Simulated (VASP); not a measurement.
# H2 in VASP: a series of runs

Runs on H2. Level: PBEsol. Tasks: single point, relaxation of the atoms.

Program: VASP 6.6.1. These are calculated values, not measurements. Logs are shortened: lines on timing, memory, paths and dates and some standing lists are left out, and cuts for length are marked.

## 1. The molecule as given

The cell holds a molecule in a box, 2 atoms: a = 10.000 Å, b = 10.300 Å, c = 10.600 Å, α = 90.00°, β = 90.00°, γ = 90.00°.

## 2. Single point, PBEsol

Input file INCAR:

```
SYSTEM = H
ALGO     = Fast           ! electronic algorithm
EDIFF    = 1E-6           ! SCF threshold, eV
ENCUT    = 520            ! plane-wave cutoff, eV
GGA      = PS             ! functional
ISIF     = 2              ! what is computed and relaxed
ISMEAR   = 0              ! smearing method
LASPH    = .TRUE.         ! aspherical terms in the spheres
LCHARG   = .FALSE.        ! write CHGCAR
LREAL    = .FALSE.        ! projectors in reciprocal space
LWAVE    = .FALSE.        ! write WAVECAR
NBANDS   = 8              ! bands
NELM     = 100            ! most SCF steps
PREC     = Accurate       ! precision mode
SIGMA    = 0.01           ! smearing width, eV
```

Input file KPOINTS:

```
k-points
0
G
  1 1 1
  0 0 0
```

Input file POSCAR:

```
H
1.0
   10.0000000000      0.0000000000      0.0000000000
    0.0000000000     10.3000000000      0.0000000000
    0.0000000000      0.0000000000     10.6000000000
H
2
Direct
    0.5000000000      0.4854368932      0.4359322717
    0.5000000000      0.4854368932      0.5074639547
```

Potentials or basis: VASP PAW PBE potentials, release 64 (H).

The run is started by

```console
$ cat potpaw_PBE.64/H/POTCAR > POTCAR
$ mpirun -np 1 vasp_gam > vasp.out
```

OUTCAR:

```text
SYSTEM = H
   EDIFF = 1E-6
   ENCUT = 520
   GGA = PS
   ISIF = 2
   ISMEAR = 0
   LASPH = .TRUE.
   LREAL = .FALSE.
   NELM = 100
   PREC = Accurate

 ion  position               nearest neighbor table
   1  0.500  0.485  0.436-   2 0.76
   2  0.500  0.485  0.507-   1 0.76

  LATTYP: Found a simple orthorhombic cell.
 ALAT       =    10.0000000000
 B/A-ratio  =     1.0300000000
 C/A-ratio  =     1.0600000000

  Lattice vectors:

 A1 = (  10.0000000000,   0.0000000000,   0.0000000000)
 A2 = (   0.0000000000,  10.3000000000,   0.0000000000)
 A3 = (   0.0000000000,   0.0000000000,  10.6000000000)

Analysis of symmetry for initial positions (statically):
=====================================================================
 Subroutine PRICEL returns:
 Original cell was already a primitive cell.

 Routine SETGRP: Setting up the symmetry group for a
 simple orthorhombic supercell.

 Subroutine GETGRP returns: Found  8 space group operations
 (whereof  2 operations were pure point group operations)
 out of a pool of  8 trial point group operations.

The static configuration has the point symmetry C_1h.
 The point group associated with its full space group is D_2h.

Analysis of symmetry for dynamics (positions and initial velocities):
=====================================================================
 Subroutine PRICEL returns:
 Original cell was already a primitive cell.

 Routine SETGRP: Setting up the symmetry group for a
 simple orthorhombic supercell.

 Subroutine GETGRP returns: Found  8 space group operations
 (whereof  2 operations were pure point group operations)
 out of a pool of  8 trial point group operations.

The dynamic configuration has the point symmetry C_1h.
 The point group associated with its full space group is D_2h.

 Subroutine INISYM returns: Found  8 space group operations
 (whereof  2 operations are pure point group operations),
 and found     1 'primitive' translations

----------------------------------------------------------------------------------------

                                     Primitive cell

  volume of cell :    1091.8000

  direct lattice vectors                    reciprocal lattice vectors
    10.000000000  0.000000000  0.000000000     0.100000000  0.000000000  0.000000000
     0.000000000 10.300000000  0.000000000     0.000000000  0.097087379  0.000000000
     0.000000000  0.000000000 10.600000000     0.000000000  0.000000000  0.094339623

  length of vectors
    10.000000000 10.300000000 10.600000000     0.100000000  0.097087379  0.094339623

  position of ions in fractional coordinates (direct lattice)
     0.500000000  0.485436893  0.435932272
     0.500000000  0.485436893  0.507463955

  ion indices of the primitive-cell ions
   primitive index   ion index
                 1           1
                 2           2

----------------------------------------------------------------------------------------

 KPOINTS: k-points

Automatic generation of k-mesh.
 Grid dimensions read from file:
 generate k-points for:    1    1    1

 Generating k-lattice:

  Cartesian coordinates                     Fractional coordinates (reciprocal lattice)
     0.100000000  0.000000000  0.000000000     1.000000000  0.000000000  0.000000000
     0.000000000  0.097087379  0.000000000     0.000000000  1.000000000  0.000000000
     0.000000000  0.000000000  0.094339623     0.000000000  0.000000000  1.000000000

  Length of vectors
     0.100000000  0.097087379  0.094339623

  Shift w.r.t. Gamma in fractional coordinates (k-lattice)
     0.000000000  0.000000000  0.000000000

 Subroutine IBZKPT returns following result:
 ===========================================

 Found      1 irreducible k-points:

 Following reciprocal coordinates:
            Coordinates               Weight
  0.000000  0.000000  0.000000      1.000000
   k-points           NKPTS =      1   k-points in BZ     NKDIM =      1   number of bands    NBANDS=      8
   number of dos      NEDOS =    301   number of ions     NIONS =      2
   total plane-waves  NPLWV = 512000
   dimension x,y,z NGX =    80 NGY =   80 NGZ =   80
   dimension x,y,z NGXF=   160 NGYF=  160 NGZF=  160
   ions per type =               2
   NGX,Y,Z   is equivalent  to a cutoff of  13.30, 12.91, 12.55 a.u.
   NGXF,Y,Z  is equivalent  to a cutoff of  26.60, 25.82, 25.09 a.u.
 SYSTEM =  H
   PREC   = accura    normal or accurate (medium, high low for compatibility)
   ISTART =      0    job   : 0-new  1-cont  2-samecut
   ICHARG =      2    charge: 1-file 2-atom 10-const
   ISPIN  =      1    spin polarized calculation?
   LNONCOLLINEAR =      F non collinear calculations
   LSORBIT =      F    spin-orbit coupling
   LASPH  =      T    aspherical Exc in radial PAW
   ENCUT  =  520.0 eV  38.22 Ry    6.18 a.u.  18.59 19.15 19.71*2*pi/ulx,y,z
   NELM   =    100;   NELMIN=  2; NELMDL= -5     # of ELM steps
   EDIFF  = 0.1E-05   stopping-criterion for ELM
   LREAL  =      F    real-space projection
   EDIFFG = 0.1E-04   stopping-criterion for IOM
   NSW    =      0    number of steps for IOM
   IBRION =     -1    ionic relax: 0-MD 1-quasi-New 2-CG
   NFREE  =      0    steps in history (QN), initial steepest desc. (CG)
   ISIF   =      2    stress and relaxation
   ISYM   =      2    0-nonsym 1-usesym 2-fastsym
   POTIM  = 0.5000    time-step for ionic-motion
   TEBEG  =    0.0;   TEEND  =   0.0 temperature during run
   PSTRESS=    0.0 pullay stress
   NELECT =       2.0000    total number of electrons
   NUPDOWN=      -1.0000    fix difference up-down
   EMIN   =  10.00;   EMAX   =-10.00  energy-range for DOS
   EFERMI =   0.00;   METHOD = LEGACY
   ISMEAR =     0;   SIGMA  =   0.01  broadening in eV -4-tet -1-fermi 0-gaus
   EFERMI_NEDOS =   21; number of points for ismear=-14 and -15
   IALGO  =     68    algorithm
   IMIX   =      4    mixing-type and parameters
     AMIX     =   0.40;   BMIX     =  1.00
     AMIX_MAG =   1.60;   BMIX_MAG =  1.00
  volume/ion in A,a.u.               =     545.90      3683.92
  Fermi-wavevector in a.u.,A,eV,Ry     =   0.200311  0.378532  0.545924  0.040124
  Thomas-Fermi vector in A             =   0.954346
   LORBIT       =      0    0 simple, 1 ext, 2 COOP (PROOUT), +10 PAW based schemes
   GGA     = PS    functional components
   LHFCALC =     F    Hartree Fock is set to
   AEXX    =    0.0000 exact exchange contribution
   IVDW    =     0    specifies the selected vdW correction
   LEPSILON=     F    determine dielectric tensor
   LRPA    =     F    only Hartree local field effects (RPA)
 non-spin polarized calculation
 RMM-DIIS sequential band-by-band and
 Gauss-broadening in eV      SIGMA  =   0.01
  energy-cutoff  :      520.00
  volume of cell :     1091.80
 maximum number of plane-waves:     14695
 NGX is ok and might be reduce to    80
   NGX = 37   NGY = 39   NGZ = 39

 number of electron       2.0000000 magnetization

 Free energy of the ion-electron system (eV)
  ---------------------------------------------------
  ext. energy  EPLUGINS =         0.00000000
  ---------------------------------------------------
  free energy    TOTEN  =        -6.51347222 eV

  energy without entropy =       -6.51347222  energy(sigma->0) =       -6.51347222

 E-fermi : -10.0455     XC(G=0):  -0.3429

 val. band max:      -10.1135705490   @ k =   0.0000   0.0000   0.0000
 cond. band min:      -0.1446279063   @ k =   0.0000   0.0000   0.0000
 fundamental gap:      9.9689426427
 Fermi energy:       -10.0455101175

 k-point     1 :       0.0000    0.0000    0.0000
  band No.  band energies     occupation
      1     -10.1136      2.00000
      2      -0.1446      0.00000
      3       0.3920      0.00000
      4       0.9461      0.00000
      5       1.0060      0.00000
      6       1.2252      0.00000
      7       1.2982      0.00000
      8       1.3896      0.00000

------------------------ aborting loop because EDIFF is reached ----------------------------------------

  FORCE on cell =-STRESS in cart. coord.  units (eV):
  Direction    XX          YY          ZZ          XY          YZ          ZX
  --------------------------------------------------------------------------------------
  -------------------------------------------------------------------------------------
  Total       -0.0253439     -0.0247847     -0.0274821     -0.0000000     -0.0000000      0.0000000
  in kB       -0.0371913     -0.0363707     -0.0403289     -0.0000000     -0.0000000      0.0000000
  external PRESSURE =      -0.0379636 kB  Pullay stress =       0.0000000 kB

 VOLUME and BASIS-vectors are now :
 -----------------------------------------------------------------------------
  energy-cutoff  :      520.00
  volume of cell :     1091.80
      direct lattice vectors                 reciprocal lattice vectors
    10.000000000  0.000000000  0.000000000     0.100000000  0.000000000  0.000000000
     0.000000000 10.300000000  0.000000000     0.000000000  0.097087379  0.000000000
     0.000000000  0.000000000 10.600000000     0.000000000  0.000000000  0.094339623

 POSITION                                       TOTAL-FORCE (eV/Angst)
 -----------------------------------------------------------------------------------
      5.00000      5.00000      4.62088         0.000000      0.000000     -0.004929
      5.00000      5.00000      5.37912         0.000000      0.000000      0.004929
 -----------------------------------------------------------------------------------
    total drift:                                0.000000     -0.000005     -0.000000

  FREE ENERGIE OF THE ION-ELECTRON SYSTEM (eV)
  ---------------------------------------------------
  free  energy   TOTEN  =        -6.5134722157 eV

  energy  without entropy=       -6.5134722157  energy(sigma->0) =       -6.51347222
```

It took 33 s on 1 thread of AMD EPYC 9R14 (Zen 4), shared host; peak memory 0.83 GiB.

What came out:

```yaml
Free_energy: -6.5135 eV
Largest_force: 0.005 eV/Å
Gap_between_the_frontier_levels: 9.97 eV
```

Forces in eV/Å, atoms in the order of the input:
```
H    0.000  0.000 -0.005
H    0.000  0.000  0.005
```

Levels at points of the mesh, in eV from the valence-band top:
| k point | band 1 | band 2 | band 3 | band 4 |
| --- | --- | --- | --- | --- |
| (0.00, 0.00, 0.00) | 0.00 | 9.97 | 10.51 | 11.06 |

Caveat: the PAW data sets were made with another functional, which shifts forces and pressure a little. Expect the measured gap to be larger: semilocal functionals such as PBEsol lack the derivative discontinuity.

## 3. Relaxation of the atoms, PBEsol

Input file INCAR:

```
SYSTEM = H
ALGO = Normal
EDIFF = 1E-7
EDIFFG = -0.002
ENCUT = 520
GGA = PS
IBRION = 2
ISIF = 2
ISMEAR = 0
LASPH = .TRUE.
LCHARG = .FALSE.
LREAL = .FALSE.
LWAVE = .FALSE.
NELM = 100
NSW = 80
PREC = Accurate
SIGMA = 0.01
```

KPOINTS is that of step 2.

Input file POSCAR:

```
H
1.0
   10.0000000000      0.0000000000      0.0000000000
    0.0000000000     10.3000000000      0.0000000000
    0.0000000000      0.0000000000     10.6000000000
H
2
Direct
    0.5000000000      0.4854368932      0.4367924528
    0.5000000000      0.4854368932      0.5066037736
```

Potentials or basis: VASP PAW PBE potentials, release 64 (H).

The run is started by

```console
$ cat potpaw_PBE.64/H/POTCAR > POTCAR
$ mpirun -np 1 vasp_gam > vasp.out
```

OUTCAR:

```text
SYSTEM = H
   EDIFF = 1E-7
   EDIFFG = -0.002
   ENCUT = 520
   GGA = PS
   IBRION = 2
   ISIF = 2
   ISMEAR = 0
   LASPH = .TRUE.
   LREAL = .FALSE.
   NELM = 100
   NSW = 80
   PREC = Accurate

 ion  position               nearest neighbor table
   1  0.500  0.485  0.437-   2 0.74
   2  0.500  0.485  0.507-   1 0.74

  LATTYP: Found a simple orthorhombic cell.
 ALAT       =    10.0000000000
 B/A-ratio  =     1.0300000000
 C/A-ratio  =     1.0600000000

  Lattice vectors:

 A1 = (  10.0000000000,   0.0000000000,   0.0000000000)
 A2 = (   0.0000000000,  10.3000000000,   0.0000000000)
 A3 = (   0.0000000000,   0.0000000000,  10.6000000000)

Analysis of symmetry for initial positions (statically):
[... 271 lines left out ...]
  free  energy   TOTEN  =        -6.5134732320 eV

  energy  without entropy=       -6.5134732320  energy(sigma->0) =       -6.51347323

[... ionic steps 4 to 12 ...]

--------------------------------------- Ionic step       13  -------------------------------------------

 number of electron       2.0000000 magnetization

------------------------ aborting loop because EDIFF is reached ----------------------------------------
[... 67 lines left out ...]
--------------------------------------- Ionic step       15  -------------------------------------------

 number of electron       2.0000000 magnetization

 Free energy of the ion-electron system (eV)
  ---------------------------------------------------
  ext. energy  EPLUGINS =         0.00000000
  ---------------------------------------------------
  free energy    TOTEN  =        -6.51347326 eV

  energy without entropy =       -6.51347326  energy(sigma->0) =       -6.51347326

 E-fermi : -10.0466     XC(G=0):  -0.3309

 val. band max:      -10.1124151840   @ k =   0.0000   0.0000   0.0000
 cond. band min:      -0.1338505807   @ k =   0.0000   0.0000   0.0000
 fundamental gap:      9.9785646033
 Fermi energy:       -10.0466272813

 k-point     1 :       0.0000    0.0000    0.0000
  band No.  band energies     occupation
      1     -10.1124      2.00000
      2      -0.1339      0.00000
      3       0.3925      0.00000
      4       0.9470      0.00000
      5       1.0067      0.00000
[... 27 lines left out ...]
  FREE ENERGIE OF THE ION-ELECTRON SYSTEM (eV)
  ---------------------------------------------------
  free  energy   TOTEN  =        -6.5134732602 eV

  energy  without entropy=       -6.5134732602  energy(sigma->0) =       -6.51347326

 reached required accuracy - stopping structural energy minimisation
```

OSZICAR:

```text
N       E                     dE             d eps       ncg     rms          rms(c)
DAV:   1     0.146438794268E+01    0.14644E+01   -0.53204E+02    10   0.214E+02
DAV:   2    -0.659594539552E+01   -0.80603E+01   -0.80603E+01    10   0.468E+01
DAV:   3    -0.717092668279E+01   -0.57498E+00   -0.57498E+00    15   0.166E+01
[... 87 lines left out ...]
DAV:   1    -0.651347316610E+01   -0.35150E-06   -0.16040E-06    10   0.962E-03    0.624E-04
DAV:   2    -0.651347315509E+01    0.11007E-07   -0.83831E-09    10   0.656E-04
  14 F= -.65134732E+01 E0= -.65134732E+01  d E =-.899597E-06
       N       E                     dE             d eps       ncg     rms          rms(c)
DAV:   1    -0.651347329987E+01   -0.13376E-06   -0.64164E-06    10   0.192E-02    0.125E-03
DAV:   2    -0.651347326017E+01    0.39695E-07   -0.32625E-08    10   0.130E-03
  15 F= -.65134733E+01 E0= -.65134733E+01  d E =-.100467E-05
```

CONTCAR:

```text
H
   1.00000000000000
    10.0000000000000000    0.0000000000000000    0.0000000000000000
     0.0000000000000000   10.3000000000000007    0.0000000000000000
     0.0000000000000000    0.0000000000000000   10.5999999999999996
  H
     2
Direct
     0.5000000000000000    0.4854368932000028    0.4359228324124185
     0.5000000000000000    0.4854368932000028    0.5074733939875790

  0.00000000E+00  0.00000000E+00  0.00000000E+00
  0.00000000E+00  0.00000000E+00  0.00000000E+00
```

Run time: 2.2 min. Hardware: 1 thread of AMD EPYC 9R14 (Zen 4), shared host; peak memory 0.91 GiB.

What came out:

```yaml
Free_energy: -6.5135 eV
Energy_gained_by_relaxing: 2.9 meV/atom
Ionic_steps: 15
Gap_between_the_frontier_levels: 9.98 eV
```

Step by step:
```tsv
step	energy change (eV)	largest force (eV/Å)	pressure (GPa)
1	0.0000	0.6494	0.02
2	0.0239	1.2846	-0.05
3	-0.0059	0.0023	0.00
4	-0.0059	0.0100	0.00
5	-0.0059	0.0096	0.00
6	-0.0059	0.0084	0.00
7	-0.0059	0.0083	0.00
8	-0.0059	0.0083	0.00
9	-0.0059	0.0082	0.00
10	-0.0059	0.0080	0.00
11	-0.0059	0.0077	0.00
12	-0.0059	0.0071	0.00
13	-0.0059	0.0059	0.00
14	-0.0059	0.0034	0.00
15	-0.0059	0.0016	0.00
```

Final structure:
```yaml
crystal:
  lattice:
    - [10.00000, 0.00000, 0.00000]
    - [0.00000, 10.30000, 0.00000]
    - [0.00000, 0.00000, 10.60000]
  atoms:
    - { symbol: H, position: [0.50000, 0.48544, 0.43592] }
    - { symbol: H, position: [0.50000, 0.48544, 0.50747] }
```

Caveat: the PAW data sets were made with another functional, which shifts forces and pressure a little.
